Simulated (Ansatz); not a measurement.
Runs of Ansatz 0.2.0 on Rh. It takes space group Fm-3m (No. 225, cubic). The conventional cell has a = 3.796 Å, b = 3.796 Å, c = 3.796 Å, α = 90.00°, β = 90.00°, γ = 90.00°. Rh (site symmetry m-3m) has 12 Rh at 2.68 Å as nearest neighbours. 

| task | level | potentials or basis | spin | cell | k mesh | cutoff (eV) | smearing | basis error allowed | mesh quality | gap on the mesh (eV) | pressure (GPa) | relaxed volume (Å³/atom) |
| --- | --- | --- | --- | --- | --- | --- | --- | --- | --- | --- | --- | --- |
| single point | PBE | all-electron LAPW, scalar-relativistic | off | as given | 12 × 12 × 12 | 278 | gaussian 0.014 eV | 0.001 eV/atom | not flagged | none | 7.2 | - |
| single point | PBE | all-electron LAPW, scalar-relativistic | off | as given | 12 × 12 × 12 | 278 | gaussian 0.025 eV | 0.001 eV/atom | not flagged | none | 7.2 | - |
| relaxation of cell and atoms | PBEsol | all-electron LAPW, scalar-relativistic | off | relaxed | 12 × 12 × 12 | - | fermi-dirac 0.05 eV | 0.001 eV/atom | not flagged | - | 0.0 | 13.49 |
| single point | PBE | all-electron LAPW, scalar-relativistic | off | as given | 12 × 12 × 12 | 278 | gaussian 0.015 eV | 0.001 eV/atom | not flagged | none | 7.2 | - |
| single point | BLYP | all-electron LAPW, scalar-relativistic | off | cell strained at random at fixed volume | 12 × 12 × 12 | 288 | methfessel-paxton 0.1 eV | 0.001 eV/atom | not flagged | none | 21.7 | - |
| relaxation of cell and atoms | PBE+D4 | all-electron LAPW, scalar-relativistic | off | relaxed | 12 × 12 × 12 | - | fermi-dirac 0.05 eV | 0.001 eV/atom | not flagged | - | 0.0 | 13.59 |
| single point | PBE | all-electron LAPW, scalar-relativistic | off | as given | 12 × 12 × 12 | 278 | gaussian 0.1 eV | 0.001 eV/atom | not flagged | none | 7.2 | - |
| relaxation of cell and atoms | BLYP | all-electron LAPW, scalar-relativistic | off | relaxed | 12 × 12 × 12 | - | fermi-dirac 0.05 eV | 0.001 eV/atom | not flagged | - | 0.0 | (a) |
| relaxation of cell and atoms | RPBE+D3(BJ) | all-electron LAPW, scalar-relativistic | off | relaxed | 12 × 12 × 12 | - | fermi-dirac 0.05 eV | 0.001 eV/atom | not flagged | - | 0.0 | 12.40 |
| band structure | PBEsol | all-electron LAPW, scalar-relativistic | off | as given | 12 × 12 × 12 | 278 | fermi-dirac 0.05 eV | 0.001 eV/atom | not flagged | - | (c) | - |
| single point | PBE | all-electron LAPW, scalar-relativistic | off | as given | 5 × 5 × 5 | 258 | fermi-dirac 0.02 eV | 0.002 eV/atom | coarse | none | (b) | - |
| band structure | PBE | all-electron LAPW, relativistic spinors | SOC, no magnetisation | as given | 9 × 9 × 9 | 278 | fermi-dirac 0.05 eV | 0.001 eV/atom | coarse | - | 7.7 | - |

Estimate the missing entries.

(a) 14.81; (b) 10.0; (c) -3.7.

Caveats: some runs use coarse meshes; the k mesh is thin for a metal, which can move the energy by tens of meV per atom (some runs); so large a pressure means that the cell lies far from this level's equilibrium, or that cutoff or potentials fall short (some runs).

A k mesh can miss the band edges, and rows without SOC leave out spin-orbit coupling on Rh.

A gap of «none» marks a metal or a gap under the smearing width.
